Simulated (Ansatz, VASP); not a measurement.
InAs: VASP beside Ansatz

```
In As
1.0
     0.00000    2.91647    2.91647
     2.91647    0.00000    2.91647
     2.91647    2.91647    0.00000
In As
1 1
Direct
  0.00000 0.00000 0.00000
  0.25000 0.25000 0.25000
```

Alike in both runs: task single point; functional PBEsol; k mesh 14 × 14 × 14; occupations gaussian, width 0.05 eV; no spin polarisation.

|  | VASP | Ansatz |
| --- | --- | --- |
| version | VASP 6.6.1 | Ansatz 0.2.0 |
| potentials or method | VASP PAW PBE potentials, release 64 (In_d, As) | scalar-relativistic, plane waves, PAW |
| plane-wave cutoff (eV) | 520 | 420 |
| valence electrons in the cell | 18 | 28 |

```tsv
	VASP	Ansatz	Ansatz less VASP
gap on the k mesh at the Fermi level (eV)	0.27	0.26	-0.010
least direct gap on the mesh (eV)	0.27	0.26	-0.010
pressure (GPa)	9.9	9.6	-0.25
```

The two sets of potentials don't hold the same shells in valence.

Caveats: the PAW data sets were made with another functional, which shifts forces and pressure a little (VASP); spin-orbit coupling is left out, which moves the levels of the heavy elements.
